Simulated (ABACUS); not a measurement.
Runs of ABACUS 3.10.1 on Ti. It takes space group Im-3m (No. 229, cubic). Conventional cell: a = 3.282 Å, b = 3.282 Å, c = 3.282 Å, α = 90.00°, β = 90.00°, γ = 90.00°. Ti (site symmetry m-3m) has 8 Ti at 2.84 Å as nearest neighbours. This isn't the form of Ti at room conditions, which is hcp.

```tsv
task	level	potentials or basis	cell	k mesh	cutoff (eV)	optimiser	force threshold	max steps	cell moves	symmetry key	gap on the mesh (eV)	pressure (GPa)	relaxed volume (Å³/atom)
relaxation of cell and atoms	PW91	GBRV ultrasoft 1.5 PBE, plane waves	relaxed	9 × 9 × 9	544	ASE BFGSLineSearch	0.03 eV/Å	60	yes	1	none	0.0	17.17
single point	BP86	PseudoDojo NC SR 0.4.1 PBE standard, plane waves	as given	9 × 9 × 9	1143	-	-	-	-	1	none	-3.1	-
relaxation of cell and atoms	BP86	PseudoDojo NC SR 0.4.1 PBE standard, plane waves	relaxed	9 × 9 × 9	1143	cg	0.02 eV/Å	-	-	1	none	-0.1	(a)
single point	PW91	GBRV ultrasoft 1.5 PBE, plane waves	as given	9 × 9 × 9	544	-	-	-	-	1	none	-3.0	-
```

Alike in all rows: no spin polarisation; smearing fermi-dirac 0.05 eV.

Question: Estimate the missing entries.

Answer: (a) 17.16.

Caveats: the potentials were made for another functional, which shifts forces and pressure.

A gap of «none» marks a metal or a gap under the smearing width.
